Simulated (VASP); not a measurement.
# B (Pm-3m) in VASP: a series of runs

Aim: see how the results for B move with the level of theory and the settings. Levels: HSE(alpha, omega). Tasks: single point.

Program: VASP 6.6.1. These are calculated values, not measurements. Logs are shortened: lines on timing, memory, paths and dates and some standing lists are left out, and cuts for length are marked.

### Step 1. The crystal as given

Symmetry: Pm-3m, No. 221, cubic system. The conventional cell has a = 1.885 Å, b = 1.885 Å, c = 1.885 Å, α = 90.00°, β = 90.00°, γ = 90.00°. B (site symmetry m-3m) has 6 B at 1.89 Å as nearest neighbours.

The cell was built by a generator and needn't be a form met in nature.

### Step 2. Single point, HSE(alpha, omega)

Input file POSCAR:

```
B
1.0
    1.8852400000      0.0000000000      0.0000000000
    0.0000000000      1.8852400000      0.0000000000
    0.0000000000      0.0000000000      1.8852400000
B
1
Direct
    0.5000000000      0.5000000000      0.5000000000
```

Input file INCAR.step1:

```
PREC = Accurate
ENCUT = 520
EDIFF = 1E-5
ISMEAR = -1
SIGMA = 0.05
LREAL = F
LASPH = T
NELM = 100
ALGO = Normal
ISIF = 2
LWAVE = T
LCHARG = F
GGA = PE
```

Input file INCAR.step2:

```
PREC = Accurate
ENCUT = 520
EDIFF = 1E-7
ISMEAR = -1
SIGMA = 0.05
LREAL = F
LASPH = T
NELM = 100
ALGO = Normal
ISIF = 2
LWAVE = F
LCHARG = F
GGA = PE
LHFCALC = T
HFSCREEN = 0.1
AEXX = 0.25
PRECFOCK = Fast
ISTART = 1
```

Input file KPOINTS:

```
regular mesh
0
Gamma
  7 7 7
```

Potentials or basis: VASP PAW PBE potentials, release 64 (B).

On the command line:

```
cat potpaw_PBE.64/B/POTCAR > POTCAR
cp INCAR.step1 INCAR
mpirun -np 1 vasp_std > vasp.out
cp INCAR.step2 INCAR
mpirun -np 1 vasp_std > vasp.out
```

OUTCAR:

```text
PREC = Accurate
   ENCUT = 520
   EDIFF = 1E-7
   ISMEAR = -1
   LREAL = F
   LASPH = T
   NELM = 100
   ISIF = 2
   GGA = PE
   LHFCALC = T
   HFSCREEN = 0.1
   AEXX = 0.25
   PRECFOCK = Fast
   ISTART = 1

 ion  position               nearest neighbor table
   1  0.500  0.500  0.500-

  LATTYP: Found a simple cubic cell.
 ALAT       =     1.8852400000

  Lattice vectors:

 A1 = (   1.8852400000,   0.0000000000,   0.0000000000)
 A2 = (   0.0000000000,   1.8852400000,   0.0000000000)
 A3 = (   0.0000000000,   0.0000000000,   1.8852400000)

Analysis of symmetry for initial positions (statically):
=====================================================================
 Subroutine PRICEL returns:
 Original cell was already a primitive cell.

 Routine SETGRP: Setting up the symmetry group for a
 simple cubic supercell.

 Subroutine GETGRP returns: Found 48 space group operations
 (whereof 48 operations were pure point group operations)
 out of a pool of 48 trial point group operations.

The static configuration has the point symmetry O_h .

Analysis of symmetry for dynamics (positions and initial velocities):
=====================================================================
 Subroutine PRICEL returns:
 Original cell was already a primitive cell.

 Routine SETGRP: Setting up the symmetry group for a
 simple cubic supercell.

 Subroutine GETGRP returns: Found 48 space group operations
 (whereof 48 operations were pure point group operations)
 out of a pool of 48 trial point group operations.

The dynamic configuration has the point symmetry O_h .

 Subroutine INISYM returns: Found 48 space group operations
 (whereof 48 operations are pure point group operations),
 and found     1 'primitive' translations

----------------------------------------------------------------------------------------

                                     Primitive cell

  volume of cell :       6.7004

  direct lattice vectors                    reciprocal lattice vectors
     1.885240000  0.000000000  0.000000000     0.530436443  0.000000000  0.000000000
     0.000000000  1.885240000  0.000000000     0.000000000  0.530436443  0.000000000
     0.000000000  0.000000000  1.885240000     0.000000000  0.000000000  0.530436443

  length of vectors
     1.885240000  1.885240000  1.885240000     0.530436443  0.530436443  0.530436443

  position of ions in fractional coordinates (direct lattice)
     0.500000000  0.500000000  0.500000000

  ion indices of the primitive-cell ions
   primitive index   ion index
                 1           1

----------------------------------------------------------------------------------------

 KPOINTS: regular mesh

Automatic generation of k-mesh.
 Grid dimensions read from file:
 generate k-points for:    7    7    7

 Generating k-lattice:

  Cartesian coordinates                     Fractional coordinates (reciprocal lattice)
     0.075776635  0.000000000  0.000000000     0.142857143  0.000000000  0.000000000
     0.000000000  0.075776635  0.000000000     0.000000000  0.142857143  0.000000000
     0.000000000  0.000000000  0.075776635     0.000000000  0.000000000  0.142857143

  Length of vectors
     0.075776635  0.075776635  0.075776635

  Shift w.r.t. Gamma in fractional coordinates (k-lattice)
     0.000000000  0.000000000  0.000000000

 Subroutine IBZKPT returns following result:
 ===========================================

 Found     20 irreducible k-points:

 Following reciprocal coordinates:
            Coordinates               Weight
  0.000000  0.000000  0.000000      1.000000
  0.142857  0.000000  0.000000      6.000000
  0.285714  0.000000  0.000000      6.000000
  0.428571  0.000000  0.000000      6.000000
  0.142857  0.142857  0.000000     12.000000
  0.285714  0.142857  0.000000     24.000000
[... 12 lines left out ...]
  0.428571  0.428571  0.285714     24.000000
  0.428571  0.428571  0.428571      8.000000
   k-points           NKPTS =     20   k-points in BZ     NKDIM =    343   number of bands    NBANDS=      5
   number of dos      NEDOS =    301   number of ions     NIONS =      1
   total plane-waves  NPLWV =   2744
   dimension x,y,z NGX =    14 NGY =   14 NGZ =   14
   dimension x,y,z NGXF=    28 NGYF=   28 NGZF=   28
   ions per type =               1
   NGX,Y,Z   is equivalent  to a cutoff of  12.35, 12.35, 12.35 a.u.
   NGXF,Y,Z  is equivalent  to a cutoff of  24.69, 24.69, 24.69 a.u.
 SYSTEM =  unknown system
   PREC   = accura    normal or accurate (medium, high low for compatibility)
   ISTART =      1    job   : 0-new  1-cont  2-samecut
   ICHARG =      0    charge: 1-file 2-atom 10-const
   ISPIN  =      1    spin polarized calculation?
   LNONCOLLINEAR =      F non collinear calculations
   LSORBIT =      F    spin-orbit coupling
   LASPH  =      T    aspherical Exc in radial PAW
   ENCUT  =  520.0 eV  38.22 Ry    6.18 a.u.   3.51  3.51  3.51*2*pi/ulx,y,z
   NELM   =    100;   NELMIN=  2; NELMDL=  0     # of ELM steps
   EDIFF  = 0.1E-06   stopping-criterion for ELM
   LREAL  =      F    real-space projection
   EDIFFG = 0.1E-05   stopping-criterion for IOM
   NSW    =      0    number of steps for IOM
   IBRION =     -1    ionic relax: 0-MD 1-quasi-New 2-CG
   NFREE  =      0    steps in history (QN), initial steepest desc. (CG)
   ISIF   =      2    stress and relaxation
   ISYM   =      3    0-nonsym 1-usesym 2-fastsym
   POTIM  = 0.5000    time-step for ionic-motion
   TEBEG  =    0.0;   TEEND  =   0.0 temperature during run
   PSTRESS=    0.0 pullay stress
   NELECT =       3.0000    total number of electrons
   NUPDOWN=      -1.0000    fix difference up-down
   EMIN   =  10.00;   EMAX   =-10.00  energy-range for DOS
   EFERMI =   0.00;   METHOD = LEGACY
   ISMEAR =    -1;   SIGMA  =   0.05  broadening in eV -4-tet -1-fermi 0-gaus
   EFERMI_NEDOS =   21; number of points for ismear=-14 and -15
   IALGO  =     38    algorithm
   IMIX   =      1    mixing-type and parameters
     AMIX     =   0.40;   BMIX     =  1.00
     AMIX_MAG =   1.60;   BMIX_MAG =  1.00
  volume/ion in A,a.u.               =       6.70        45.22
  Fermi-wavevector in a.u.,A,eV,Ry     =   1.252416  2.366723 21.341361  1.568546
  Thomas-Fermi vector in A             =   2.386317
   LORBIT       =      0    0 simple, 1 ext, 2 COOP (PROOUT), +10 PAW based schemes
   GGA     = PE    functional components
   LHFCALC =     T    Hartree Fock is set to
   PRECFOCK=fast      Normal, Fast or Accurate (Low or Medium for compatibility)
   ENCUT4O =  -1.0   cutoff for four orbital integrals eV
   NKREDX  =     1    reduce k-point grid by
   NKREDY  =     1    reduce k-point grid by
   NKREDZ  =     1    reduce k-point grid by
   AEXX    =    0.2500 exact exchange contribution
   HFSCREEN=    0.1000 screening length (either q_TF or 0.3 A-1)
   HFSCREENC=   0.1000 screening length for correlation (either q_TF or 0.3 A-1)
   ENCUTFOCK=  -1.0 apply spherical cutoff to Coloumb kernel
   IVDW    =     0    specifies the selected vdW correction
   LEPSILON=     F    determine dielectric tensor
   LRPA    =     F    only Hartree local field effects (RPA)
 non-spin polarized calculation
  energy-cutoff  :      520.00
  volume of cell :        6.70
 maximum number of plane-waves:       188
 NGX is ok and might be reduce to    14
  NGX =  8; NGY =  8; NGZ =  8

 number of electron       3.0000000 magnetization

 Free energy of the ion-electron system (eV)
  ---------------------------------------------------
  ext. energy  EPLUGINS =         0.00000000
  ---------------------------------------------------
  free energy    TOTEN  =        -6.44417291 eV

  energy without entropy =       -6.44008602  energy(sigma->0) =       -6.44212946

 E-fermi :   6.8083     XC(G=0):  -9.9151

 val. band max:        6.7587995459   @ k =   0.4286   0.2857   0.2857
 cond. band min:       8.3630846928   @ k =   0.4286   0.4286   0.2857
 fundamental gap:      1.6042851470
 Fermi energy:         6.8083194811

 k-point     1 :       0.0000    0.0000    0.0000
  band No.  band energies     occupation
      1     -11.1684      2.00000
      2      22.3086      0.00000
      3      22.3086      0.00000
      4      22.3086      0.00000
      5      32.5224      0.00000

 k-point     2 :       0.1429    0.0000    0.0000
  band No.  band energies     occupation
      1     -10.4017      2.00000
      2      16.8083      0.00000
      3      22.9046      0.00000
      4      22.9046      0.00000
      5      33.3528      0.00000

 k-point     3 :       0.2857    0.0000    0.0000
  band No.  band energies     occupation
      1      -8.1012      2.00000
      2       8.9770      0.00000
      3      24.4759      0.00000
      4      24.4759      0.00000
      5      35.7691      0.00000

 k-point     4 :       0.4286    0.0000    0.0000
  band No.  band energies     occupation
      1      -4.3117      2.00000
      2       1.6419      2.00000
      3      26.1122      0.00000
      4      26.1122      0.00000
      5      38.7770      0.00000

 k-point     5 :       0.1429    0.1429    0.0000
  band No.  band energies     occupation
      1      -9.6347      2.00000
      2      16.0212      0.00000
      3      19.2686      0.00000
      4      23.4923      0.00000
      5      36.7650      0.00000

 k-point     6 :       0.2857    0.1429    0.0000
  band No.  band energies     occupation
      1      -7.3351      2.00000
      2       9.4215      0.00000
      3      20.1479      0.00000
      4      25.0372      0.00000
      5      36.5299      0.00000
[... 81 lines left out ...]
 k-point    17 :       0.2857    0.2857    0.2857
  band No.  band energies     occupation
      1      -1.9937      2.00000
      2      12.0329      0.00000
      3      12.0329      0.00000
      4      22.4503      0.00000
      5      31.7644      0.00000

 k-point    18 :       0.4286    0.2857    0.2857
  band No.  band energies     occupation
      1       1.7360      2.00000
      2       6.7588      1.45833
      3      14.5759      0.00000
      4      24.0185      0.00000
      5      27.6737      0.00000

 k-point    19 :       0.4286    0.4286    0.2857
  band No.  band energies     occupation
      1       5.1819      2.00000
      2       8.3631      0.00000
      3      12.3492      0.00000
      4      21.2036      0.00000
      5      26.6498      0.00000

 k-point    20 :       0.4286    0.4286    0.4286
  band No.  band energies     occupation
      1      10.8794      0.00000
      2      13.0989      0.00000
      3      13.0989      0.00000
      4      24.7627      0.00000
      5      27.2575      0.00000

------------------------ aborting loop because EDIFF is reached ----------------------------------------

  FORCE on cell =-STRESS in cart. coord.  units (eV):
  Direction    XX          YY          ZZ          XY          YZ          ZX
  --------------------------------------------------------------------------------------
  -------------------------------------------------------------------------------------
  Total       -0.2095934     -0.2095934     -0.2095934      0.0000000      0.0000000     -0.0000000
  in kB      -50.1173759    -50.1173759    -50.1173759      0.0000000      0.0000000     -0.0000000
  external PRESSURE =     -50.1173759 kB  Pullay stress =       0.0000000 kB

 VOLUME and BASIS-vectors are now :
 -----------------------------------------------------------------------------
  energy-cutoff  :      520.00
  volume of cell :        6.70
      direct lattice vectors                 reciprocal lattice vectors
     1.885240000  0.000000000  0.000000000     0.530436443  0.000000000  0.000000000
     0.000000000  1.885240000  0.000000000     0.000000000  0.530436443  0.000000000
     0.000000000  0.000000000  1.885240000     0.000000000  0.000000000  0.530436443

 POSITION                                       TOTAL-FORCE (eV/Angst)
 -----------------------------------------------------------------------------------
      0.94262      0.94262      0.94262         0.000000      0.000000      0.000000
 -----------------------------------------------------------------------------------
    total drift:                               -0.000000      0.000000     -0.000000

  FREE ENERGIE OF THE ION-ELECTRON SYSTEM (eV)
  ---------------------------------------------------
  free  energy   TOTEN  =        -6.4441729141 eV

  energy  without entropy=       -6.4400860154  energy(sigma->0) =       -6.44212946
```

Wall time 17 s (1 thread of Intel Xeon Platinum 8488C (Sapphire Rapids), shared host); peak memory 0.19 GiB.

What came out:

- Free energy: -6.4442 eV
- Pressure: -5.0 GPa
- Band gap on the k mesh: none (metal or under the smearing width)

Caveat: the k mesh is coarse (spacing up to 0.48 Å⁻¹), so the values aren't converged, least of all with exact exchange; the PAW data sets were made with another functional, which shifts forces and pressure a little.

[end of part 1 of 2]
